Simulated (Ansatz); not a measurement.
Wurtzite SiC was relaxed with 5 functionals in Ansatz, cell and atoms free, the symmetry of the start kept (meshes: PBE 12×12×6, r2SCAN 12×12×4, PBEsol 12×12×4, LDA 12×12×4, HSE06 6×6×4). (Simulation; spin polarisation is off.)

The PBEsol result:
Space group P6_3mc (No. 186). a = 3.076 Å, b = 3.076 Å, c = 5.048 Å, α = 90.00°, β = 90.00°, γ = 120.00°

| atom | site | symmetry | x | y | z |
| --- | --- | --- | --- | --- | --- |
| Si | 2b | 3m. | 0.3333 | 0.6667 | 0.9996 |
| C | 2b | 3m. | 0.3333 | 0.6667 | 0.3754 |

The symmetry is P6_3mc (No. 186, hexagonal); a = 3.076 Å, c = 5.048 Å in the conventional setting, 10.34 Å³ an atom. Si has 4 C at 1.88–1.90 Å; C has 4 Si at 1.88–1.90 Å.

Question: How does the cell change with LDA?

Answer: a = 3.056 Å, c = 5.016 Å; the volume differs by -1.9 % from PBEsol's. Si is surrounded by 4 C at 1.87–1.89 Å; C is surrounded by 4 Si at 1.87–1.89 Å.

Question: How does the cell change with PBE?

Answer: a = 3.092 Å, c = 5.074 Å; the volume differs by +1.6 % from PBEsol's. Si has 4 C at 1.89–1.91 Å; C has 4 Si at 1.89–1.91 Å.

Question: Held at the r2SCAN cell, what mean stress do LDA and PBE find, and does its sign point to their own minimum?

Answer: Yes. LDA -4.17 GPa, and its relaxed volume is -1.9 % from r2SCAN's; PBE +3.51 GPa, and its relaxed volume is +1.6 % from r2SCAN's. Compression counts positive, so a positive stress asks for a larger cell.
